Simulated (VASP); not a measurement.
# Li: restarted molecular dynamics, 2 variants

Li, Im-3m (no. 229), 16 atoms in the cell. PBE, molecular dynamics; PAW potentials Li (PBE set).

| Restart from | Temperature at the end (K) | The same without a restart (K) | Potential energy at the end (eV/atom) | The same without a restart (eV/atom) | Electronic steps in the first step after the restart | Time (s) |
|---|---|---|---|---|---|---|
| CONTCAR with velocities, WAVECAR read | 1161.0 | 1161.0 | -1.74665 | -1.74665 | 4 | 199 |
| CONTCAR with velocities, no WAVECAR | 1161.0 | 1161.0 | -1.74665 | -1.74665 | 14 | 196 |

Limits: 60 fs of 16 atoms are too short for converged averages.

## Input of the first row

INCAR.step1:
```
GGA = PE
PREC = Normal
ENCUT = 200
EDIFF = 1E-6
NELMIN = 4
NELM = 60
ALGO = Fast
LREAL = Auto
LASPH = T
ISMEAR = -1
SIGMA = 0.069
ISYM = 0
LWAVE = T
LCHARG = F
IBRION = 0
NSW = 30
POTIM = 1.0
TEBEG = 1600
ISIF = 2
RANDOM_SEED = 553109 0 0
MDALGO = 4
NHC_NCHAINS = 3
NHC_PERIOD = 30
KPAR = 2
```

INCAR.step2, as INCAR.step1 but for:
```
- LWAVE = T
+ LWAVE = F
```

KPOINTS:
```
k-points
0
Monkhorst-Pack
  2 2 2
```

POSCAR.step1:
```
Li
1.0
    7.0186000000      0.0000000000      0.0000000000
    0.0000000000      7.0186000000      0.0000000000
    0.0000000000      0.0000000000      7.0186000000
Li
16
Direct
    0.0000000000      0.0000000000      0.0000000000
    0.0000000000      0.0000000000      0.5000000000
    0.0000000000      0.5000000000      0.0000000000
    0.0000000000      0.5000000000      0.5000000000
    0.5000000000      0.0000000000      0.0000000000
    0.5000000000      0.0000000000      0.5000000000
    0.5000000000      0.5000000000      0.0000000000
    0.5000000000      0.5000000000      0.5000000000
    0.2500000000      0.2500000000      0.2500000000
    0.2500000000      0.2500000000      0.7500000000
    0.2500000000      0.7500000000      0.2500000000
    0.2500000000      0.7500000000      0.7500000000
    0.7500000000      0.2500000000      0.2500000000
    0.7500000000      0.2500000000      0.7500000000
    0.7500000000      0.7500000000      0.2500000000
    0.7500000000      0.7500000000      0.7500000000
```

Commands (each step's output is kept before the next begins):
```
cat potpaw_PBE.64/Li/POTCAR > POTCAR
cp INCAR.step1 INCAR
cp POSCAR.step1 POSCAR
mpirun -np 2 vasp_std > vasp.out
cp CONTCAR POSCAR
cp INCAR.step2 INCAR
mpirun -np 2 vasp_std > vasp.out
```

Changes of the last row against the first:
```
(step 1)
- LWAVE = True
+ LWAVE = False
```

VASP 6.6.1 took 199 s on 2 cores (AMD EPYC 7R43 (Zen 3)), a shared host.
